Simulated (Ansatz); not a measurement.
In SnTe (rock salt type) the Sn atom of the primitive cell, with all its periodic images, is moved by 0.02 Å along x.

```
Sn Te
1.0
     0.00000    3.20500    3.20500
     3.20500    0.00000    3.20500
     3.20500    3.20500    0.00000
Sn Te
1 1
Direct
  0.99688 0.00312 0.00312
  0.50000 0.50000 0.50000
```

Theory: PBE, plane waves, all-electron PAW datasets generated for the crystal, point nucleus (Ansatz 0.2.0 development build).

Cutoff 240 eV; k-mesh 8×8×8 Γ-centred; Fermi–Dirac smearing of 0.1 eV; no spin polarisation; no spin–orbit coupling.

What force results, and what does it mean for the zone-centre vibration?

The force on it along the displacement is 0.0060 eV/Å, a force constant of -0.30 eV/Å². It is negative: the displacement lowers the energy, so on this mesh the mode is unstable.

| atom | Fx (eV/Å) | Fy (eV/Å) | Fz (eV/Å) |
| --- | --- | --- | --- |
| Sn1 | 0.0060 | 0.0000 | 0.0000 |
| Te2 | -0.0060 | 0.0000 | 0.0000 |

Where the force pushes the moved atom further off its site, the soft mode may be real or faked by the k-mesh. The k-mesh is modest, so these values aren't fully converged in k.
